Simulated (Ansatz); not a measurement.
# MoS2: moving Mo off its site

MoS2, P-6m2, a = 3.150 Å, c = 6.648 Å. This isn't the usual stable structure of the compound. Ansatz: PBE+D3(BJ), PAW, 420 eV, Γ-centred 6×6×4 mesh on 12 atoms, Gaussian smearing 0.05 eV; no spin polarisation.

```
Mo S
1.0
     6.29945    0.00000    0.00000
    -3.14972    5.45548    0.00000
     0.00000    0.00000    6.64754
Mo S
4 8
Direct
  0.50000 0.50000 0.00000
  0.50000 0.00000 0.00000
  0.00000 0.50000 0.00000
  0.00000 0.00000 0.00000
  0.16667 0.33333 0.23567
  0.16667 0.83333 0.23567
  0.66667 0.33333 0.23567
  0.66667 0.83333 0.23567
  0.16667 0.33333 0.76433
  0.16667 0.83333 0.76433
  0.66667 0.33333 0.76433
  0.66667 0.83333 0.76433
```

Atom 1 (Mo) moves by x along the unit vector (-0.656, -0.379, 0.653), with its periodic images; all else is held. y is the free energy of the cell over the start, F the force along the path summed over the moved atoms.

| x (Å) | y (meV) | F (eV/Å) |
| --- | --- | --- |
| -0.3000 | ? | ? |
| -0.2250 | 653.2 | 5.78 |
| -0.1500 | 291.2 | 3.87 |
| -0.0750 | 73.1 | 1.94 |
| 0.0000 | 0.0 | 0.00 |
| 0.0750 | 74.3 | -1.99 |
| 0.1500 | 301.0 | -4.08 |
| 0.2250 | 689.8 | -6.33 |
| 0.2625 | 949.8 | -7.55 |
| 0.3000 | 1257.0 | -8.85 |

Task: Fit y = c2 x² + c3 x³ + c4 x⁴ to the energies of the other rows, give the force constant, and predict energy and force of the missing row.

Result: Least squares on the rows shown. y = 13010 x² + 1609.2 x³ + 5205.6 x⁴. The force constant is 2 c2 = 26.0 eV/Å² (for all images moving together, not for a lone atom). The force −dy/dx at the missing row is 7.93 eV/Å (computed 7.67). At x = -0.3000 the fit asked for gives 1169.6 meV. The run gave 1157.9 meV, so the fit is 11.7 meV too high, a small miss on the scale of the series.

Cost: 10 runs of about 2.7 core-minutes in all, on AMD EPYC 9R45 (Zen 5) (shared hosts).